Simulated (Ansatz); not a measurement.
The system is BeTe.

```
CELL_PARAMETERS angstrom
0.00000 2.77000 2.77000
2.77000 0.00000 2.77000
2.77000 2.77000 0.00000
ATOMIC_POSITIONS crystal
Te 0.75000 0.75000 0.75000
Be 0.00000 0.00000 0.00000
```

* Program: Ansatz 0.2.0
* Task: relaxation of cell and atoms
* Functional: RPBE
* Potentials or basis: Ansatz PAW
* Cutoff: 420 eV (not typed: the program's choice for these potentials)
* k mesh: 8 × 8 × 8
* Occupations: fermi-dirac, width 0.05 eV
* Spin: no spin polarisation

At the start: volume 21.25 Å³/atom.

Question: Where does the relaxation end?

Answer: It ends after 5 steps and the volume is 23.35 Å³/atom (+9.8 %); space group F-43m (No. 216, to 0.05 Å).

Step by step:
```csv
step,energy change (eV),largest force (eV/Å),volume (Å³)
1,0.0000,0.0000,42.51
2,-0.0668,0.0000,47.89
3,-0.0716,0.0000,46.86
4,-0.0717,0.0000,46.69
5,-0.0724,0.0000,46.69
```

Final structure:
```
CELL_PARAMETERS angstrom
0.00000 2.85811 2.85811
2.85811 0.00000 2.85811
2.85811 2.85811 0.00000
ATOMIC_POSITIONS crystal
Te 0.75000 0.75000 0.75000
Be 0.00000 0.00000 0.00000
```

Caveat: the plane-wave basis is chosen anew once the cell has moved, so the energies of steps on either side of that aren't comparable; the PAW data sets come from PBE, with cores solved anew for the run's functional, which leaves a small shift of forces and pressure.
